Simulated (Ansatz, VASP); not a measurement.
**Tl: VASP beside Ansatz**

Contents of INCAR:

```
PREC = Accurate ; ENCUT = 520
EDIFF = 1E-6 ; ISMEAR = -1
SIGMA = 0.05 ; LREAL = False
LASPH = True ; NELM = 100
ALGO = Normal ; ISIF = 2
LWAVE = False ; LCHARG = True
GGA = PE ; LELF = True
LVHAR = True ; NBANDS = 12
```

Contents of KPOINTS:

```
Automatic mesh
0
Gamma
  16 16 16
```

File POSCAR:

```
Tl
1.0
    0.0000000000      2.1504693608      2.1504693608
    2.1504693608      0.0000000000      2.1504693608
    2.1504693608      2.1504693608      0.0000000000
Tl
1
Direct
    0.0000000000      0.0000000000      0.0000000000
```

Input for Ansatz:

```yaml
crystal:
  lattice:
    - [0.0, 2.1504693608, 2.1504693608]
    - [2.1504693608, 0.0, 2.1504693608]
    - [2.1504693608, 2.1504693608, 0.0]
  atoms:
    - { symbol: Tl, position: [0.0, 0.0, 0.0] }
kpoints:
  mp_grid: { grid: [16, 16, 16] }
scf:
  occupations: { method: fermi_dirac, width: 0.05 }
hamiltonian:
  xc: pbe
  pseudopotentials: { kind: all_electron, lapw: { basis_error: 0.001 } }
output:
  forces: true
  stress: true
  eigenvalues: true
```

Change from the starting cell: volume scaled by 0.98.

Alike in both runs: task single point; functional PBE; k mesh 16 × 16 × 16; occupations fermi-dirac, width 0.05 eV; no spin polarisation.

|  | VASP | Ansatz |
| --- | --- | --- |
| version | VASP 6.6.1 | Ansatz 0.2.0 |
| potentials or method | VASP PAW PBE potentials, release 64 (Tl_d) | all-electron LAPW, scalar-relativistic |
| plane-wave cutoff (eV) | 520 | see its input |

|  | VASP | Ansatz | Ansatz less VASP |
| --- | --- | --- | --- |
| pressure (GPa) | 41.4 | 41.5 | +0.11 |

Ansatz ran all-electron here, so the differences hold the error of VASP's frozen core and of both bases.

Caveats: so large a pressure means that the cell lies far from this level's equilibrium, or that cutoff or potentials fall short (VASP). Spin-orbit coupling is left out, which matters for the levels of Tl.
